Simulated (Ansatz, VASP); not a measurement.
Two plane-wave programs on WS2

File INCAR:

```
SYSTEM = WS2
  PREC = Accurate
  ENCUT = 520
  EDIFF = 1E-7
  ISMEAR = 0
  SIGMA = 0.1
  LREAL = .False.
  LASPH = .True.
  NELM = 60
  ALGO = Normal
  ISIF = 2
  LWAVE = .False.
  LCHARG = .True.
  GGA = PE
  LELF = .True.
  LVHAR = .True.
  NBANDS = 20
```

Contents of KPOINTS:

```
regular mesh
0
Gamma
  6 6 1
  0 0 0
```

Contents of POSCAR:

```
WS2
1.0
    3.1835162500      0.0000000000      0.0000000000
   -1.5917581300      2.7570059500      0.0000000000
    0.0000000000      0.0000000000     16.9505786900
W S
1 2
Direct
    0.3333333300      0.6666666700      0.0000000000
    0.6666666700      0.3333333300      0.9079995200
    0.6666666700      0.3333333300      0.0920004800
```

Input for Ansatz:

```yaml
crystal:
  lattice:
    - [3.18351625, 0.0, 0.0]
    - [-1.59175813, 2.75700595, 0.0]
    - [0.0, 0.0, 16.95057869]
  atoms:
    - { symbol: W, position: [0.33333333, 0.66666667, 0.0] }
    - { symbol: S, position: [0.66666667, 0.33333333, 0.90799952] }
    - { symbol: S, position: [0.66666667, 0.33333333, 0.09200048] }
basis:
  ecutwfc: 420
kpoints:
  mp_grid: { grid: [6, 6, 1] }
hamiltonian:
  xc: pbe
scf:
  occupations: { method: gaussian, width: 0.1 }
  lower_state_search: "off"
output:
  forces: true
  stress: true
  eigenvalues: true
```

Alike in both runs: task single point; functional PBE; k mesh 6 × 6 × 1; occupations gaussian, width 0.1 eV; no spin polarisation.

|  | VASP | Ansatz |
| --- | --- | --- |
| version | VASP 6.6.1 | Ansatz 0.2.0 |
| potentials or method | VASP PAW PBE potentials, release 64 (W_sv, S) | scalar-relativistic, plane waves, PAW |
| plane-wave cutoff (eV) | 520 | 420 |
| valence electrons in the cell | 26 | 26 |

|  | VASP | Ansatz | Ansatz less VASP |
| --- | --- | --- | --- |
| gap on the k mesh at the Fermi level (eV) | 1.80 | 1.79 | -0.009 |
| least direct gap on the mesh (eV) | 1.80 | 1.79 | -0.003 |
| rms of the force components (eV/Å) | 0.126 | 0.125 | -0.0017 |

Atom by atom the forces differ by 0.002 eV/Å (rms over components).

Caveats: spin-orbit coupling is left out, which moves the levels of the heavy elements.
